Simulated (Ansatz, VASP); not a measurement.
# One calculation of Ba, two programs

File INCAR:

```
ALGO     = Fast           # electronic algorithm
EDIFF    = 1E-6           # SCF threshold, eV
ENCUT    = 520            # plane-wave cutoff, eV
GGA      = PE             # functional
ISIF     = 2              # what is computed and relaxed
ISMEAR   = 0              # smearing method
LASPH    = True           # aspherical terms in the spheres
LCHARG   = False          # write CHGCAR
LREAL    = False          # projectors in reciprocal space
LWAVE    = False          # write WAVECAR
NBANDS   = 11             # bands
NELM     = 60             # most SCF steps
PREC     = Accurate       # precision mode
SIGMA    = 0.15           # smearing width, eV
```

Contents of KPOINTS:

```
k-points
0
Gamma
  14 14 14
```

Contents of POSCAR:

```
Ba
1.0
   -2.6250000000      2.6250000000      2.3750000000
    2.6250000000     -2.6250000000      2.3750000000
    2.6250000000      2.6250000000     -2.3750000000
Ba
1
Direct
    0.0000000000      0.0000000000      0.0000000000
```

Input for Ansatz:

```yaml
crystal:
  lattice:
    - [-2.625, 2.625, 2.375]
    - [2.625, -2.625, 2.375]
    - [2.625, 2.625, -2.375]
  atoms:
    - { symbol: Ba, position: [0.0, 0.0, 0.0] }
basis:
  ecutwfc: 420
kpoints:
  mp_grid: { grid: [14, 14, 14] }
hamiltonian:
  xc: pbe
scf:
  occupations: { method: gaussian, width: 0.15 }
output:
  forces: true
  stress: true
  eigenvalues: true
```

Change from the starting cell: strain +0.050 along x and y, -0.050 along z, atoms carried along.

Alike in both runs: task single point; functional PBE; k mesh 14 × 14 × 14; occupations gaussian, width 0.15 eV; no spin polarisation.

```csv
,VASP,Ansatz
version,VASP 6.6.1,Ansatz 0.2.0
potentials or method,"VASP PAW PBE potentials, release 64 (Ba_sv)","scalar-relativistic, plane waves, PAW"
plane-wave cutoff (eV),520,420
valence electrons in the cell,10,10
```

VASP gave:

| Item | Value |
| --- | --- |
| gap on the k mesh at the Fermi level (eV) | none |
| pressure (GPa) | -0.2 |
| largest component of the traceless stress (GPa) | 0.38 |

**Question.** What did Ansatz give for the same quantities?

**Answer.** gap on the k mesh at the Fermi level (eV): none; pressure (GPa): -0.3; largest component of the traceless stress (GPa): 0.38.

A gap of «none» marks a metal or a gap that the smearing closes. With one functional, cell and mesh, what is left measures potentials, basis and numerics.

Spin-orbit coupling is left out, which matters for the levels of Ba.
